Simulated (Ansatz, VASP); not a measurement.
One calculation of Ag, two programs

POSCAR

```
Ag
1.0
    0.0000000000      2.0102020947      2.0102020947
    2.0102020947      0.0000000000      2.0102020947
    2.0102020947      2.0102020947      0.0000000000
Ag
1
Direct
    0.0000000000      0.0000000000      0.0000000000
```

File INCAR.step1:

```
SYSTEM = Ag
PREC = Accurate
ENCUT = 520
ISMEAR = 0
SIGMA = 0.1
LREAL = .FALSE.
LASPH = .TRUE.
NELM = 80
NBANDS = 12
GGA = PE
ALGO = Normal
EDIFF = 1E-4
LWAVE = .TRUE.
LCHARG = .FALSE.
```

INCAR.step2

```
SYSTEM = Ag
PREC = Accurate
ENCUT = 520
EDIFF = 1E-7
ISMEAR = 0
SIGMA = 0.1
LREAL = .FALSE.
LASPH = .TRUE.
NELM = 80
ALGO = Normal
ISIF = 2
LWAVE = .FALSE.
LCHARG = .FALSE.
METAGGA = R2SCAN
LMIXTAU = .TRUE.
NBANDS = 12
ISTART = 1
```

Contents of KPOINTS:

```
regular mesh
0
G
  18 18 18
  0 0 0
```

Input for Ansatz:

```yaml
crystal:
  lattice:
    - [0.0, 2.0102020947, 2.0102020947]
    - [2.0102020947, 0.0, 2.0102020947]
    - [2.0102020947, 2.0102020947, 0.0]
  atoms:
    - { symbol: Ag, position: [0.0, 0.0, 0.0] }
basis:
  ecutwfc: 500
kpoints:
  mp_grid: { grid: [18, 18, 18] }
hamiltonian:
  xc: r2scan
scf:
  occupations: { method: gaussian, width: 0.1 }
output:
  forces: true
  stress: true
  eigenvalues: true
  write_density: true
  write_potential: true
  elf: true
  volumetric_format: npy
```

Alike in both runs: task single point; functional r2SCAN; k mesh 18 × 18 × 18; occupations gaussian, width 0.1 eV; no spin polarisation.

|  | VASP | Ansatz |
| --- | --- | --- |
| version | VASP 6.6.1 | Ansatz 0.2.0 |
| potentials or method | VASP PAW PBE potentials, release 64 (Ag) | scalar-relativistic, plane waves, PAW |
| plane-wave cutoff (eV) | 520 | 500 |
| valence electrons in the cell | 11 | 19 |

Ansatz gave:

```
gap on the k mesh at the Fermi level (eV) : none
pressure (GPa)                            : 7.7
```

Estimate VASP's values.

gap on the k mesh at the Fermi level (eV): none; pressure (GPa): 7.9.

A gap of «none» marks a metal or a gap that the smearing closes. The two sets of potentials don't hold the same shells in valence.

Caveats: the PAW data sets were made with another functional, which shifts forces and pressure a little (VASP).
